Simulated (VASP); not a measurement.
# W3C2 (P-3m1) in VASP: a series of runs, part 3 of 3

VASP 6.6.1. Earlier steps stand in the parts before.

### 5 Single point, PBE

This run uses another cell than the first one, of 11.75 Å³/atom, 0.951 times its volume.

The input, INCAR:

```
SYSTEM = W3C2
  PREC = Accurate
  ENCUT = 520
  EDIFF = 1E-6
  ISMEAR = 0
  SIGMA = 0.1
  LREAL = .False.
  LASPH = .True.
  NELM = 100
  ALGO = Fast
  ISIF = 2
  LWAVE = .False.
  LCHARG = .False.
  GGA = PE
  NBANDS = 33
```

The input, KPOINTS:

```
Automatic mesh
0
Gamma
  15 15 6
  0 0 0
```

The input, POSCAR:

```
W3C2
1.0
    3.0295777477      0.0000000000      0.0000000000
   -1.5147888739      2.6236912922      0.0000000000
    0.0000000000      0.0000000000      7.3908616471
W C
3 2
Direct
    0.0000000000      0.0000000000      0.0000000000
    0.3333333333      0.6666666667      0.6590046906
    0.6666666667      0.3333333333      0.3409953094
    0.3333333333      0.6666666667      0.1779301230
    0.6666666667      0.3333333333      0.8220698770
```

Potentials or basis: VASP PAW PBE potentials, release 64 (W_sv, C).

Run with:

```bash
$ cat potpaw_PBE.64/W_sv/POTCAR potpaw_PBE.64/C/POTCAR > POTCAR
$ mpirun -np 1 vasp_std > vasp.out
```

OUTCAR:

```text
SYSTEM = W3C2
   PREC = Accurate
   ENCUT = 520
   EDIFF = 1E-6
   ISMEAR = 0
   LREAL = .False.
   LASPH = .True.
   NELM = 100
   ISIF = 2
   GGA = PE

 ion  position               nearest neighbor table
   1  0.000  0.000  0.000-   4 2.19   5 2.19   4 2.19   5 2.19   5 2.19   4 2.19   2 3.07   3 3.07
                             2 3.07   3 3.07   2 3.07   3 3.07
   2  0.333  0.667  0.659-   5 2.12   5 2.12   5 2.12   3 2.93   3 2.93   3 2.93   1 3.07   1 3.07
                             1 3.07
   3  0.667  0.333  0.341-   4 2.12   4 2.12   4 2.12   2 2.93   2 2.93   2 2.93   1 3.07   1 3.07
                             1 3.07
   4  0.333  0.667  0.178-   3 2.12   3 2.12   3 2.12   1 2.19   1 2.19   1 2.19
   5  0.667  0.333  0.822-   2 2.12   2 2.12   2 2.12   1 2.19   1 2.19   1 2.19

  LATTYP: Found a hexagonal cell.
 ALAT       =     3.0295777477
 C/A-ratio  =     2.4395682378

  Lattice vectors:

 A1 = (   3.0295777477,   0.0000000000,   0.0000000000)
 A2 = (  -1.5147888739,   2.6236912922,   0.0000000000)
 A3 = (   0.0000000000,   0.0000000000,   7.3908616471)

Analysis of symmetry for initial positions (statically):
=====================================================================
 Subroutine PRICEL returns:
 Original cell was already a primitive cell.

 Routine SETGRP: Setting up the symmetry group for a
 hexagonal supercell.

 Subroutine GETGRP returns: Found 12 space group operations
 (whereof 12 operations were pure point group operations)
 out of a pool of 24 trial point group operations.

The static configuration has the point symmetry D_3d.

Analysis of symmetry for dynamics (positions and initial velocities):
=====================================================================
 Subroutine PRICEL returns:
 Original cell was already a primitive cell.

 Routine SETGRP: Setting up the symmetry group for a
 hexagonal supercell.
[... 131 lines left out ...]
     AMIX_MAG =   1.60;   BMIX_MAG =  1.00
  volume/ion in A,a.u.               =      11.75        79.29
  Fermi-wavevector in a.u.,A,eV,Ry     =   1.551440  2.931796 32.748743  2.406965
  Thomas-Fermi vector in A             =   2.655959
   LORBIT       =      0    0 simple, 1 ext, 2 COOP (PROOUT), +10 PAW based schemes
   GGA     = PE    functional components
   LHFCALC =     F    Hartree Fock is set to
   AEXX    =    0.0000 exact exchange contribution
   IVDW    =     0    specifies the selected vdW correction
   LEPSILON=     F    determine dielectric tensor
   LRPA    =     F    only Hartree local field effects (RPA)
 non-spin polarized calculation
 RMM-DIIS sequential band-by-band and
 Gauss-broadening in eV      SIGMA  =   0.10
  energy-cutoff  :      520.00
  volume of cell :       58.75
 maximum number of plane-waves:      1612
 NGX is ok and might be reduce to    24
   NGX = 11   NGY = 11   NGZ = 27

 number of electron      49.9999994 magnetization

 Free energy of the ion-electron system (eV)
  ---------------------------------------------------
  ext. energy  EPLUGINS =         0.00000000
  ---------------------------------------------------
  free energy    TOTEN  =       -56.56007421 eV

  energy without entropy =      -56.54458911  energy(sigma->0) =      -56.55233166

 E-fermi :  11.8781     XC(G=0): -13.5978

 val. band max:       11.8700848364   @ k =   0.3333   0.0000   0.1667
 cond. band min:      11.8806515089   @ k =   0.2000   0.2000   0.5000
 fundamental gap:      0.0105666725
 Fermi energy:        11.8780590789

 k-point     1 :       0.0000    0.0000    0.0000
  band No.  band energies     occupation
      1     -63.7321      2.00000
      2     -62.6420      2.00000
      3     -62.6061      2.00000
      4     -28.1141      2.00000
      5     -27.7352      2.00000
      6     -27.7352      2.00000
[... 853 lines left out ...]
     32      16.2551      0.00000
     33      16.7893      0.00000

 [... further k-points ...]

------------------------ aborting loop because EDIFF is reached ----------------------------------------

  FORCE on cell =-STRESS in cart. coord.  units (eV):
  Direction    XX          YY          ZZ          XY          YZ          ZX
  --------------------------------------------------------------------------------------
  -------------------------------------------------------------------------------------
  Total        0.3252144      0.3252144      0.3244510     -0.0000000      0.0000000     -0.0000000
  in kB        8.8693215      8.8693215      8.8485031     -0.0000000      0.0000000     -0.0000000
  external PRESSURE =       8.8623820 kB  Pullay stress =       0.0000000 kB

 VOLUME and BASIS-vectors are now :
 -----------------------------------------------------------------------------
  energy-cutoff  :      520.00
  volume of cell :       58.75
      direct lattice vectors                 reciprocal lattice vectors
     3.029577748  0.000000000  0.000000000     0.330079002  0.190571201  0.000000000
    -1.514788874  2.623691292  0.000000000     0.000000000  0.381142402  0.000000000
     0.000000000  0.000000000  7.390861647     0.000000000  0.000000000  0.135302222

 POSITION                                       TOTAL-FORCE (eV/Angst)
 -----------------------------------------------------------------------------------
      0.00000      0.00000      0.00000         0.000000      0.000000      0.000000
     -0.00000      1.74913      4.87061         0.000000      0.000000     -0.044254
      1.51479      0.87456      2.52025        -0.000000     -0.000000      0.044254
     -0.00000      1.74913      1.31506         0.000000     -0.000000     -0.010136
      1.51479      0.87456      6.07580         0.000000      0.000000      0.010136
 -----------------------------------------------------------------------------------
    total drift:                               -0.000000     -0.000000      0.000000

  FREE ENERGIE OF THE ION-ELECTRON SYSTEM (eV)
  ---------------------------------------------------
  free  energy   TOTEN  =       -56.5600742132 eV

  energy  without entropy=      -56.5445891070  energy(sigma->0) =      -56.55233166
```

Run time: 3.4 min. Hardware: 1 thread of Intel Xeon Platinum 8488C (Sapphire Rapids), shared host; peak memory 0.34 GiB.

What came out:

```
Free energy            : -56.5601 eV
Pressure               : 0.9 GPa
Largest force          : 0.044 eV/Å
Band gap on the k mesh : none (metal or under the smearing width)
```

Forces on the atoms (eV/Å):
```
W    0.000  0.000  0.000
W    0.000  0.000 -0.044
W    0.000  0.000  0.044
C    0.000  0.000 -0.010
C    0.000  0.000  0.010
```

Spin-orbit coupling is left out, which matters for the levels of W.

### 6 Summary

| task | cell | k mesh | cutoff (eV) | mesh quality | gap on the mesh (eV) | pressure (GPa) | largest force (eV/Å) |
| --- | --- | --- | --- | --- | --- | --- | --- |
| single point | P-3m1, 12.36 Å³/atom | 6 × 6 × 4 | 520 | not flagged | none | -1.1 | 2.29 |
| single point | P-3m1, 11.73 Å³/atom | 6 × 6 × 4 | 520 | coarse | none | 0.9 | 0.04 |
| relaxation of cell and atoms | relaxed | 6 × 6 × 4 | 600 | not flagged | none | -0.1 | 0.02 |
| single point | P-3m1, 11.75 Å³/atom | 15 × 15 × 6 | 520 | not flagged | none | 0.9 | 0.04 |

Alike in all rows: level PBE; potentials or basis VASP PAW PBE potentials, release 64 (W_sv, C); no spin polarisation; smearing gaussian 0.1 eV.

Caveats: some runs use coarse meshes; forces of over 1 eV/Å show positions far from the minimum, so gaps and moduli don't describe the material at rest (some runs).

Total energies depend on the potentials used, so only differences within one code and one set of settings carry meaning.
